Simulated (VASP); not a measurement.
BeS, 2 atoms in the cell. The structure is cubic, space group F-43m (No. 216). Conventional cell: a = 4.850 Å, b = 4.850 Å, c = 4.850 Å, α = 90.00°, β = 90.00°, γ = 90.00°. S (site symmetry -43m) has 4 Be at 2.10 Å as nearest neighbours. Be (site symmetry -43m) is surrounded by 4 S at 2.10 Å. 

```yaml
Program: VASP 6.6.1
Task: relaxation of cell and atoms
Functional: PBE
Potentials_or_basis: VASP PAW PBE potentials, release 64 (S, Be)
Cutoff: 600 eV
k_mesh: 9 × 9 × 9
Occupations: fermi-dirac, width 0.05 eV
Spin: no spin polarisation
Further_INCAR_settings: ALGO = Normal; EDIFF = 1e-06; IBRION = 2; EDIFFG = -0.02; NSW = 40; ISIF = 3
```

Potentials or basis: VASP PAW PBE potentials, release 64 (S, Be).

Launch:

```sh
$ cat potpaw_PBE.64/S/POTCAR potpaw_PBE.64/Be/POTCAR > POTCAR
$ mpirun -np 1 vasp_std > vasp.out
```

Hardware: 1 thread of Intel(R) Xeon(R) Platinum 8488C (Sapphire Rapids) (shared host).

How long does it take, and how much memory?

Wall time 10 s on 1 thread of Intel(R) Xeon(R) Platinum 8488C (Sapphire Rapids) (shared host), peak memory 0.15 GiB. Counts: scf iterations 22, k points 35, ion steps 3.
